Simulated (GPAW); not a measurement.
BP:

```
CELL_PARAMETERS angstrom
0.00000 2.26900 2.26900
2.26900 0.00000 2.26900
2.26900 2.26900 0.00000
ATOMIC_POSITIONS crystal
P 0.75000 0.75000 0.75000
B 0.00000 0.00000 0.00000
```

Program: GPAW 26.7.0. Alike in all runs: no spin polarisation; cell as given. Hardware: 1 thread of Intel(R) Xeon(R) Platinum 8488C (Sapphire Rapids), with other jobs on the host.

Question: Order these runs on this cell by their wall time, lowest first.
A. task band structure; level TASK; potentials or basis GPAW PAW data sets (gpaw-data 1.2.1), pw; k mesh 10 × 10 × 10; cutoff (eV) 800; smearing fermi-dirac 0.05 eV; band path GXWKGLUWLK,UX; band points 80; mesh quality not flagged
B. task band structure; level PBE; potentials or basis SG15 ONCV 1.2, pw; k mesh 10 × 10 × 10; cutoff (eV) 1100; smearing fermi-dirac 0.05 eV; band path GXWKGLUWLK,UX; band points 60; mesh quality not flagged
C. task electron localisation function; level MS2; potentials or basis GPAW PAW data sets (gpaw-data 1.2.1), pw; k mesh 5 × 5 × 5; cutoff (eV) 680; smearing fermi-dirac 0.01 eV; mesh quality coarse

Answer: C (5.6 s), B (26 s), A (71 s).

Caveats: some runs use coarse meshes.

Not every run made on this cell is shown here.
